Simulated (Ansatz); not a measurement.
# Ge: the cost of one run

Method: DFT PBE, scalar-relativistic, plane waves, PAW, in Ansatz 0.2.0.

## Step 1: The structure to begin with

Symmetry: Fd-3m, No. 227, cubic system. The conventional cell has a = 5.658 Å, b = 5.658 Å, c = 5.658 Å, α = 90.00°, β = 90.00°, γ = 90.00°. Ge (site symmetry -43m) is surrounded by 4 Ge at 2.45 Å.

Coordinates:

```
Ge
1.0
     0.00000    2.82877    2.82877
     2.82877    0.00000    2.82877
     2.82877    2.82877    0.00000
Ge
2
Direct
  0.50000 0.50000 0.50000
  0.75000 0.75000 0.75000
```

The cell is taken as given, not relaxed at this level.

## Step 2: The reference cell

The reference gives a free energy of -8589.9409 eV, pressure 3.67 GPa, largest force 0.000 eV/Å and gap on the mesh none (metal). It was computed beforehand with the settings of the runs below.

## Step 3: The scan: a trigonal deformation path

At fixed volume and fractional coordinates, lengths along (0.577, 0.577, 0.577) are scaled against those across it; ρ is that ratio over its starting value.

## Step 4: ρ = 0.500

File input.yaml:

```yaml
crystal:
  lattice:
    - [-1.1880089561, 2.3760179122, 2.3760179122]
    - [2.3760179122, -1.1880089561, 2.3760179122]
    - [2.3760179122, 2.3760179122, -1.1880089561]
  atoms:
    - { symbol: Ge, position: [0.5, 0.5, 0.5] }
    - { symbol: Ge, position: [0.75, 0.75, 0.75] }
basis:
  ecutwfc: 420
kpoints:
  mp_grid: { grid: [16, 16, 16] }
hamiltonian:
  xc: pbe
scf:
  occupations: { method: gaussian, width: 0.15 }
output:
  forces: true
  stress: true
  eigenvalues: true
  write_density: true
  write_potential: true
  elf: true
  volumetric_format: npy
```

Command:

```sh
ansatz run input.yaml --threads 1 --pin off --max-ram 2560MiB --backend cpu --events-out ev --progress --plain --runs-dir out
```

What time and memory should one allow on 1 thread of AMD EPYC 7R43 (Zen 3), shared host?

About 20 s, with a peak of 0.57 GiB.
